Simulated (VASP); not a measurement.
# CaF2 (Fm-3m) in VASP: band structure with PBEsol

Aim: the band structure of CaF2 with PBEsol.

Everything below comes from runs of VASP 6.6.1. Logs are shortened: lines on timing, memory, paths and dates and some standing lists are left out, and cuts for length are marked.

## (1) The structure

The structure is cubic, space group Fm-3m (No. 225). Conventional cell: a = 5.426 Å, b = 5.426 Å, c = 5.426 Å, α = 90.00°, β = 90.00°, γ = 90.00°. Around Ca (site symmetry m-3m) lie 8 F at 2.35 Å. F (site symmetry -43m) has 4 Ca at 2.35 Å as nearest neighbours.

The cell was built by a generator and needn't be a form met in nature.

## (2) Band structure, PBEsol

Input file POSCAR:

```
CaF2                                    
1.0
    0.0000000000      2.7129826653      2.7129826653
    2.7129826653      0.0000000000      2.7129826653
    2.7129826653      2.7129826653     -0.0000000000
  Ca              F             
     1     2
Direct
     0.0000000000000000    1.0000000000000000    0.0000000000000000
     0.2500000000000000    0.2500000000000000    0.2500000000000000
     0.7500000000000000    0.7500000000000000    0.7500000000000000
```

Input file INCAR.step1:

```
SYSTEM = CaF2
  PREC = Accurate
  ENCUT = 520
  EDIFF = 1E-6
  ISMEAR = 0
  SIGMA = 0.02
  LREAL = .False.
  LASPH = .True.
  NELM = 80
  ALGO = Fast
  ISIF = 2
  LWAVE = .False.
  LCHARG = .True.
  GGA = PS
```

Input file KPOINTS.step1:

```
Automatic mesh
0
Gamma
  10 10 10
  0 0 0
```

Input file INCAR.step2:

```
SYSTEM = CaF2
  PREC = Accurate
  ENCUT = 520
  EDIFF = 1E-6
  ISMEAR = 0
  SIGMA = 0.05
  LREAL = .False.
  LASPH = .True.
  NELM = 80
  ALGO = Fast
  ISIF = 2
  LWAVE = .False.
  LCHARG = .False.
  GGA = PS
  ICHARG = 11
```

Input file KPOINTS.step2:

```
path GXWKGLUWLK,UX
20
line-mode
reciprocal
 0.0000000000  0.0000000000  0.0000000000  G
 0.5000000000  0.0000000000  0.5000000000  X

 0.5000000000  0.0000000000  0.5000000000  X
 0.5000000000  0.2500000000  0.7500000000  W

 0.5000000000  0.2500000000  0.7500000000  W
 0.3750000000  0.3750000000  0.7500000000  K

 0.3750000000  0.3750000000  0.7500000000  K
 0.0000000000  0.0000000000  0.0000000000  G

 0.0000000000  0.0000000000  0.0000000000  G
 0.5000000000  0.5000000000  0.5000000000  L

 0.5000000000  0.5000000000  0.5000000000  L
 0.6250000000  0.2500000000  0.6250000000  U

 0.6250000000  0.2500000000  0.6250000000  U
 0.5000000000  0.2500000000  0.7500000000  W

 0.5000000000  0.2500000000  0.7500000000  W
 0.5000000000  0.5000000000  0.5000000000  L

 0.5000000000  0.5000000000  0.5000000000  L
 0.3750000000  0.3750000000  0.7500000000  K

 0.6250000000  0.2500000000  0.6250000000  U
 0.5000000000  0.0000000000  0.5000000000  X
```

Potentials or basis: VASP PAW PBE potentials, release 64 (Ca_sv, F).

The run is started by

```sh
$ cat potpaw_PBE.64/Ca_sv/POTCAR potpaw_PBE.64/F/POTCAR > POTCAR
$ cp INCAR.step1 INCAR
$ cp KPOINTS.step1 KPOINTS
$ mpirun -np 1 vasp_std > vasp.out
$ cp INCAR.step2 INCAR
$ cp KPOINTS.step2 KPOINTS
$ mpirun -np 1 vasp_std > vasp.out
```

OUTCAR:

```text
SYSTEM = CaF2
   PREC = Accurate
   ENCUT = 520
   EDIFF = 1E-6
   ISMEAR = 0
   LREAL = .False.
   LASPH = .True.
   NELM = 80
   ISIF = 2
   GGA = PS
   ICHARG = 11

 ion  position               nearest neighbor table
   1  0.000  0.000  0.000-   3 2.35   3 2.35   3 2.35   2 2.35   3 2.35   2 2.35   2 2.35   2 2.35

   2  0.250  0.250  0.250-   1 2.35   1 2.35   1 2.35   1 2.35
   3  0.750  0.750  0.750-   1 2.35   1 2.35   1 2.35   1 2.35

  LATTYP: Found a face centered cubic cell.
 ALAT       =     5.4259653306

  Lattice vectors:

 A1 = (   0.0000000000,   2.7129826653,   2.7129826653)
 A2 = (   2.7129826653,   0.0000000000,   2.7129826653)
 A3 = (   2.7129826653,   2.7129826653,   0.0000000000)

Analysis of symmetry for initial positions (statically):
=====================================================================
 Subroutine PRICEL returns:
 Original cell was already a primitive cell.

 Routine SETGRP: Setting up the symmetry group for a
 face centered cubic supercell.

 Subroutine GETGRP returns: Found 48 space group operations
 (whereof 48 operations were pure point group operations)
 out of a pool of 48 trial point group operations.

The static configuration has the point symmetry O_h .

Analysis of symmetry for dynamics (positions and initial velocities):
=====================================================================
 Subroutine PRICEL returns:
 Original cell was already a primitive cell.

 Routine SETGRP: Setting up the symmetry group for a
 face centered cubic supercell.

 Subroutine GETGRP returns: Found 48 space group operations
 (whereof 48 operations were pure point group operations)
 out of a pool of 48 trial point group operations.

The dynamic configuration has the point symmetry O_h .

 Subroutine INISYM returns: Found 48 space group operations
 (whereof 48 operations are pure point group operations),
 and found     1 'primitive' translations

----------------------------------------------------------------------------------------

                                     Primitive cell

  volume of cell :      39.9366

  direct lattice vectors                    reciprocal lattice vectors
     0.000000000  2.712982665  2.712982665    -0.184299003  0.184299003  0.184299003
     2.712982665  0.000000000  2.712982665     0.184299003 -0.184299003  0.184299003
[... 82 lines left out ...]
   LREAL  =      F    real-space projection
   EDIFFG = 0.1E-04   stopping-criterion for IOM
   NSW    =      0    number of steps for IOM
   IBRION =     -1    ionic relax: 0-MD 1-quasi-New 2-CG
   NFREE  =      0    steps in history (QN), initial steepest desc. (CG)
   ISIF   =      2    stress and relaxation
   ISYM   =      2    0-nonsym 1-usesym 2-fastsym
   POTIM  = 0.5000    time-step for ionic-motion
   TEBEG  =    0.0;   TEEND  =   0.0 temperature during run
   PSTRESS=    0.0 pullay stress
   NELECT =      24.0000    total number of electrons
   NUPDOWN=      -1.0000    fix difference up-down
   EMIN   =  10.00;   EMAX   =-10.00  energy-range for DOS
   EFERMI =   0.00;   METHOD = LEGACY
   ISMEAR =     0;   SIGMA  =   0.05  broadening in eV -4-tet -1-fermi 0-gaus
   EFERMI_NEDOS =   21; number of points for ismear=-14 and -15
   IALGO  =     68    algorithm
   IMIX   =      4    mixing-type and parameters
     AMIX     =   0.40;   BMIX     =  1.00
     AMIX_MAG =   1.60;   BMIX_MAG =  1.00
  volume/ion in A,a.u.               =      13.31        89.84
  Fermi-wavevector in a.u.,A,eV,Ry     =   1.381513  2.610681 25.967773  1.908577
  Thomas-Fermi vector in A             =   2.506290
   LORBIT       =      0    0 simple, 1 ext, 2 COOP (PROOUT), +10 PAW based schemes
   GGA     = PS    functional components
   LHFCALC =     F    Hartree Fock is set to
   AEXX    =    0.0000 exact exchange contribution
   IVDW    =     0    specifies the selected vdW correction
   LEPSILON=     F    determine dielectric tensor
   LRPA    =     F    only Hartree local field effects (RPA)
 non-spin polarized calculation
 RMM-DIIS sequential band-by-band and
 Gauss-broadening in eV      SIGMA  =   0.05
  energy-cutoff  :      520.00
  volume of cell :       39.94
 maximum number of plane-waves:      1094
 NGX is ok and might be reduce to    30

 number of electron      23.9999982 magnetization

 Free energy of the ion-electron system (eV)
  ---------------------------------------------------
  ext. energy  EPLUGINS =         0.00000000
  ---------------------------------------------------
  free energy    TOTEN  =       -17.75718885 eV

  energy without entropy =      -17.75718885  energy(sigma->0) =      -17.75718885

 E-fermi :  -0.6895     XC(G=0): -10.0007

 val. band max:       -0.9759347722   @ k =   0.5000   0.0000   0.5000
 cond. band min:       6.2303421202   @ k =   0.0000   0.0000   0.0000
 fundamental gap:      7.2062768924
 Fermi energy:        -0.6894557497

 k-point     1 :       0.0000    0.0000    0.0000
  band No.  band energies     occupation
      1     -36.6942      2.00000
      2     -20.8475      2.00000
      3     -20.0274      2.00000
      4     -17.7185      2.00000
      5     -17.7185      2.00000
      6     -17.7185      2.00000
[... 433 lines left out ...]
      3     -20.3711      2.00000
      4     -17.8374      2.00000
      5     -17.8198      2.00000
      6     -17.0132      2.00000
[... 8 lines left out ...]
     15       9.1851      0.00000
     16       9.9583      0.00000

 [... further k-points ...]

------------------------ aborting loop because EDIFF is reached ----------------------------------------

  FORCE on cell =-STRESS in cart. coord.  units (eV):
  Direction    XX          YY          ZZ          XY          YZ          ZX
  --------------------------------------------------------------------------------------
  -------------------------------------------------------------------------------------
  Total        1.2115394      1.2115394      1.2115394      0.0000000     -0.0000000      0.0000000
  in kB       48.6045666     48.6045666     48.6045666      0.0000000     -0.0000000      0.0000000
  external PRESSURE =      48.6045666 kB  Pullay stress =       0.0000000 kB

 VOLUME and BASIS-vectors are now :
 -----------------------------------------------------------------------------
  energy-cutoff  :      520.00
  volume of cell :       39.94
      direct lattice vectors                 reciprocal lattice vectors
     0.000000000  2.712982665  2.712982665    -0.184299003  0.184299003  0.184299003
     2.712982665  0.000000000  2.712982665     0.184299003 -0.184299003  0.184299003
     2.712982665  2.712982665  0.000000000     0.184299003  0.184299003 -0.184299003

 POSITION                                       TOTAL-FORCE (eV/Angst)
 -----------------------------------------------------------------------------------
      0.00000      0.00000      0.00000        -0.000000     -0.000000      0.000000
      1.35649      1.35649      1.35649        -0.000000      0.000000      0.000000
      4.06947      4.06947      4.06947         0.000000     -0.000000     -0.000000
 -----------------------------------------------------------------------------------
    total drift:                                0.000000     -0.000000      0.000000

  FREE ENERGIE OF THE ION-ELECTRON SYSTEM (eV)
  ---------------------------------------------------
  free  energy   TOTEN  =       -17.7571888457 eV

  energy  without entropy=      -17.7571888457  energy(sigma->0) =      -17.75718885
```

OUTCAR.step1:

```text
SYSTEM = CaF2
   PREC = Accurate
   ENCUT = 520
   EDIFF = 1E-6
   ISMEAR = 0
   LREAL = .False.
   LASPH = .True.
   NELM = 80
[... 683 lines left out ...]
      0.00000      0.00000      0.00000         0.000000     -0.000000      0.000000
      1.35649      1.35649      1.35649        -0.000000     -0.000000     -0.000000
      4.06947      4.06947      4.06947         0.000000      0.000000      0.000000
 -----------------------------------------------------------------------------------
    total drift:                                0.000000     -0.000000      0.000000

  FREE ENERGIE OF THE ION-ELECTRON SYSTEM (eV)
  ---------------------------------------------------
  free  energy   TOTEN  =       -17.9002308683 eV

  energy  without entropy=      -17.9002308683  energy(sigma->0) =      -17.90023087
```

OSZICAR.step1:

```text
N       E                     dE             d eps       ncg     rms          rms(c)
DAV:   1     0.225550987661E+03    0.22555E+03   -0.13905E+04  1504   0.153E+03
DAV:   2    -0.971108268846E+01   -0.23526E+03   -0.23009E+03  1920   0.396E+02
DAV:   3    -0.186660882879E+02   -0.89550E+01   -0.89479E+01  1760   0.877E+01
[... 12 lines left out ...]
RMM:  16    -0.179003343704E+02    0.59995E-03   -0.10452E-03  2202   0.267E-01    0.146E-01
RMM:  17    -0.179002253422E+02    0.10903E-03   -0.64989E-04  2145   0.214E-01    0.513E-03
RMM:  18    -0.179002346268E+02   -0.92845E-05   -0.72111E-05  2181   0.643E-02    0.183E-02
RMM:  19    -0.179002327125E+02    0.19143E-05   -0.14096E-05  1953   0.259E-02    0.119E-02
RMM:  20    -0.179002307993E+02    0.19132E-05   -0.15843E-05  2001   0.357E-02    0.112E-02
RMM:  21    -0.179002308683E+02   -0.69002E-07   -0.40941E-06  1602   0.168E-02
   1 F= -.17900231E+02 E0= -.17900231E+02  d E =-.529732E-24
```

Run time: 2 min. Hardware: 1 thread of Intel Xeon Platinum 8488C (Sapphire Rapids), shared host; peak memory 0.25 GiB.

Results:

- Band gap on the k mesh: 7.21 eV, indirect (least direct gap 7.47 eV)
- Band gap along the path: 7.21 eV, indirect (least direct gap 7.47 eV)

Levels at the corners of the path, in eV from the valence-band top:
```csv
point,band 10,band 11,band 12,band 13,band 14,band 15
Γ,-0.26,-0.26,-0.26,7.21,9.19,9.19
X,-0.38,-0.38,0.00,8.07,9.58,10.18
X,-0.38,-0.38,0.00,8.07,9.58,10.18
W,-1.08,-0.30,-0.09,8.41,9.82,10.01
W,-1.08,-0.30,-0.09,8.41,9.82,10.01
K,-0.68,-0.46,-0.10,8.34,9.78,9.89
K,-0.68,-0.46,-0.10,8.34,9.78,9.89
Γ,-0.26,-0.26,-0.26,7.21,9.19,9.19
Γ,-0.26,-0.26,-0.26,7.21,9.19,9.19
L,-1.28,-0.86,-0.86,9.43,9.43,9.83
L,-1.28,-0.86,-0.86,9.43,9.43,9.83
U,-0.68,-0.46,-0.10,8.34,9.78,9.89
U,-0.68,-0.46,-0.10,8.34,9.78,9.89
W,-1.08,-0.30,-0.09,8.41,9.82,10.01
W,-1.08,-0.30,-0.09,8.41,9.82,10.01
L,-1.28,-0.86,-0.86,9.43,9.43,9.83
L,-1.28,-0.86,-0.86,9.43,9.43,9.83
K,-0.68,-0.46,-0.10,8.34,9.78,9.89
U,-0.68,-0.46,-0.10,8.34,9.78,9.89
X,-0.38,-0.38,0.00,8.07,9.58,10.18
```

Caveat: the log is that of the step along the path at fixed density, whose energy, stress, charges and moments have no meaning; the PAW data sets were made with another functional, which shifts forces and pressure a little. Expect the measured gap to be larger: semilocal functionals such as PBEsol lack the derivative discontinuity.
